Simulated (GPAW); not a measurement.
CdGeAs2:

```xyz
8
Lattice="-2.9889 2.9889 5.6643 2.9889 -2.9889 5.6643 2.9889 2.9889 -5.6643" Properties=species:S:1:pos:R:3 pbc="T T T"
Cd    0.0000    0.0000    5.6643
Cd    2.9889    0.0000    2.8321
As    1.4944    1.3224   -1.4161
As    1.6665   -1.4944    7.0804
As    1.4944    1.6665    4.2482
As    1.3224    4.4833    1.4161
Ge    0.0000    2.9889    2.8321
Ge    0.0000    0.0000    0.0000
```

The cell is a database's computed one.

Base run:

| Property | Result |
| --- | --- |
| Program | GPAW 26.7.0 |
| Functional | LDA |
| Potentials or basis | the program's PAW data sets (release 1.2.1) made for this functional |
| Cutoff | 600 eV |
| Basis | pw |
| k mesh | 4 × 4 × 4 |
| Occupations | fermi-dirac, width 0.05 eV |
| Spin | no spin polarisation |

Its results: band gap on the k mesh 0.22 eV, direct; pressure -2.5 GPa; largest force 0.270 eV/Å.

Task: The run is repeated on the same cell with these changes: functional from LDA to PBEsol; potentials or basis from the program's PAW data sets (release 1.2.1) made for this functional to PAW data sets generated in the run's folder for this functional. What comes out?

Result: Band gap on the k mesh 0.22 eV, direct; pressure -0.7 GPa; largest force 0.228 eV/Å.

Caveats: the mesh misses the band edges, which the band path finds closer together.
